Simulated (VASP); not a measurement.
Write the native input for VASP 6.6.1 that does the following.

```
Task                   : relaxation of cell and atoms
Functional             : rev-vdW-DF2
Potentials or basis    : VASP PAW PBE potentials, release 64 (Ge_d, Se)
Cutoff                 : 600 eV
k mesh                 : 4 × 8 × 8
Occupations            : gaussian, width 0.03 eV
Spin                   : no spin polarisation
Further INCAR settings : ALGO = Normal; EDIFF = 1e-06; IBRION = 2; EDIFFG = -0.01; NSW = 90; ISIF = 3
```

The structure of GeSe lies in POSCAR:

```
GeSe
1.0
   10.8005883700      0.0000000000      0.0000000000
    0.0000000000      3.9627377700      0.0000000000
    0.0000000000      0.0000000000      4.2180931800
Ge Se
4 4
Direct
    0.1230000000      0.2500000000      0.0910000000
    0.3770000000      0.7500000000      0.5910000000
    0.6230000000      0.2500000000      0.4090000000
    0.8770000000      0.7500000000      0.9090000000
    0.3570000000      0.2500000000      0.0160000000
    0.1430000000      0.7500000000      0.5160000000
    0.8570000000      0.2500000000      0.4840000000
    0.6430000000      0.7500000000      0.9840000000
```

The cell was built by a generator and needn't be a form met in nature.

These files were run (other wordings do the same):

INCAR

```
SYSTEM = GeSe
PREC = Accurate
ENCUT = 600
EDIFF = 1E-6
ISMEAR = 0
SIGMA = 0.03
LREAL = .False.
LASPH = .True.
NELM = 80
ALGO = Normal
ISIF = 3
LWAVE = .False.
LCHARG = .False.
GGA = MK
LUSE_VDW = .True.
AGGAC = 0.0
PARAM1 = 0.1234
PARAM2 = 0.711357
ZAB_VDW = -1.8867
IBRION = 2
NSW = 90
EDIFFG = -0.01
KPAR = 2
```

KPOINTS

```
regular mesh
0
Gamma
  4 8 8
  0 0 0
```

Potentials or basis: VASP PAW PBE potentials, release 64 (Ge_d, Se).

Launch:

```sh
$ cat potpaw_PBE.64/Ge_d/POTCAR potpaw_PBE.64/Se/POTCAR > POTCAR
$ mpirun -np 2 vasp_std > vasp.out
```

Results of the run:

| Property | Result |
| --- | --- |
| Relaxed volume | 23.49 Å³/atom |
| Relaxed cell | a = 10.977 Å, b = 3.883 Å, c = 4.408 Å, α = 90.00°, β = 90.00°, γ = 90.00° |
| Space group after relaxing (to 0.05 Å) | Pnma (No. 62) |
| Energy gained by relaxing | 11.0 meV/atom |
| Ionic steps | 27 |
| Pressure after relaxing | 0.0 GPa |
| Largest force after relaxing | 0.006 eV/Å |
| Band gap on the k mesh | 0.68 eV, indirect (least direct gap 0.87 eV) |

Caveat: the PAW data sets were made with another functional, which shifts forces and pressure a little.

Wall time 74 min on 2 MPI ranks on Intel(R) Xeon(R) 6975P-C (Granite Rapids) (shared host), peak memory 1.2 GiB a rank.
